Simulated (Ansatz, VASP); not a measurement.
## Two plane-wave programs on La

INCAR

```
PREC = Accurate
ENCUT = 520
EDIFF = 1E-6
ISMEAR = -1
SIGMA = 0.1
LREAL = False
LASPH = True
NELM = 60
ALGO = Normal
ISIF = 2
LWAVE = False
LCHARG = False
GGA = PS
NBANDS = 24
```

The input KPOINTS:

```
Automatic mesh
0
Gamma
  7 7 10
```

Contents of POSCAR:

```
La
1.0
    5.8062553976      0.0000000000      0.0000000000
   -2.9031276988      5.0283646751      0.0000000000
    0.0000000000      0.0000000000      3.5182963769
La
3
Direct
    0.0000000000      0.0000000000      0.0000000000
    0.3333333333      0.6666666667      0.5000000000
    0.6666666667      0.3333333333      0.5000000000
```

Input for Ansatz:

```yaml
crystal:
  lattice:
    - [5.8062553976, 0.0, 0.0]
    - [-2.9031276988, 5.0283646751, 0.0]
    - [0.0, 0.0, 3.5182963769]
  atoms:
    - { symbol: La, position: [0.0, 0.0, 0.0] }
    - { symbol: La, position: [0.3333333333, 0.6666666667, 0.5] }
    - { symbol: La, position: [0.6666666667, 0.3333333333, 0.5] }
hamiltonian:
  xc: pbesol
  pseudopotentials:
    kind: paw
    azcp:
      La: "pseudopotentials/La.paw.azcp"
basis:
  ecutwfc: 420
  fft_grid_basis: typed
kpoints:
  mp_grid: { grid: [7, 7, 10], shift: [0, 0, 0] }
magnetization:
  spin_polarized: false
scf:
  occupations: { method: fermi_dirac, width: 0.1 }
  lower_state_search: "off"
output:
  stress: true
```

Alike in both runs: task single point; functional PBEsol; k mesh 7 × 7 × 10; occupations fermi-dirac, width 0.1 eV; no spin polarisation.

|  | VASP | Ansatz |
| --- | --- | --- |
| version | VASP 6.6.1 | Ansatz 0.2.0 |
| potentials or method | VASP PAW PBE potentials, release 64 (La) | plane waves (420 eV) with PAW, scalar-relativistic |
| plane-wave cutoff (eV) | 520 | 420 |
| valence electrons in the cell | 33 | 33 |

Ansatz gave:

```
pressure (GPa)                                  : 0.0
largest component of the traceless stress (GPa) : 0.20
```

Task: Which values does VASP return?

Result: Pressure (GPa): 0.1; largest component of the traceless stress (GPa): 0.19.

Ansatz warned: «pseudo_functional_mismatch».

Caveats: the PAW data sets were made with another functional, which shifts forces and pressure a little (VASP). The runs have no spin-orbit coupling, so splittings on La are missing.
